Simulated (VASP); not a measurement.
# TiO2: atomic charges with PBEsol

The system is TiO2.

```
CELL_PARAMETERS angstrom
2.96826 0.00000 0.00000
0.00021 4.70761 0.00000
1.48357 0.24235 7.08346
ATOMIC_POSITIONS crystal
Ti 0.00337 0.00039 0.00070
Ti 0.34464 0.48026 0.31696
Ti 0.66171 0.52047 0.68450
O 0.44004 0.18544 0.12854
O 0.77793 0.29773 0.45188
O 0.10124 0.30895 0.80624
O 0.90650 0.69184 0.19517
O 0.22941 0.70301 0.54951
O 0.56803 0.81530 0.87283
```

The cell comes from a database or a generator and needn't be the stable form of this composition.

| Property | Result |
| --- | --- |
| Program | VASP 6.6.1 |
| Task | atomic charges |
| Functional | PBEsol |
| Potentials or basis | VASP PAW PBE potentials, release 64 (Ti_sv, O) |
| Cutoff | 520 eV |
| k mesh | 7 × 5 × 3 |
| Occupations | gaussian, width 0.02 eV |
| Spin | no spin polarisation |
| Further INCAR settings | ALGO = Normal; EDIFF = 1e-06 |

| Property | Result |
| --- | --- |
| Pressure | -2.2 GPa |
| Largest force | 0.145 eV/Å |
| Band gap on the k mesh | 2.24 eV, indirect (least direct gap 2.27 eV) |
| Valence electrons inside the program's atomic spheres | Ti 10.25, 10.28; O 5.05, 5.03, 5.04 |

Forces on the atoms (eV/Å):
```
Ti   0.000 -0.002  0.002
Ti   0.004  0.012  0.141
Ti   0.001 -0.009 -0.145
O   -0.001 -0.036 -0.013
O    0.008  0.121 -0.030
O   -0.003 -0.006 -0.016
O    0.000  0.004  0.015
O   -0.004 -0.122  0.030
O   -0.004  0.037  0.014
```

Stress tensor (GPa, compression positive):
```
-3.26 -0.02  0.01
-0.02 -1.16 -0.20
 0.01 -0.20 -2.17
```

Levels at points of the mesh, in eV from the valence-band top:
| k point | band 33 | band 34 | band 35 | band 36 | band 37 | band 38 | band 39 | band 40 |
| --- | --- | --- | --- | --- | --- | --- | --- | --- |
| (0.00, 0.00, 0.00) | -0.42 | -0.34 | -0.25 | -0.02 | 2.24 | 2.65 | 2.78 | 2.92 |

Wall time 4.1 min on 1 thread of Intel(R) Xeon(R) Platinum 8259CL CPU @ 2.50GHz (Skylake/Cascade Lake), with other jobs on the host, peak memory 0.3 GiB.

Caveat: the PAW data sets were made with another functional, which shifts forces and pressure a little; an odd mesh through Γ misses points on the zone boundary, where band edges often lie.
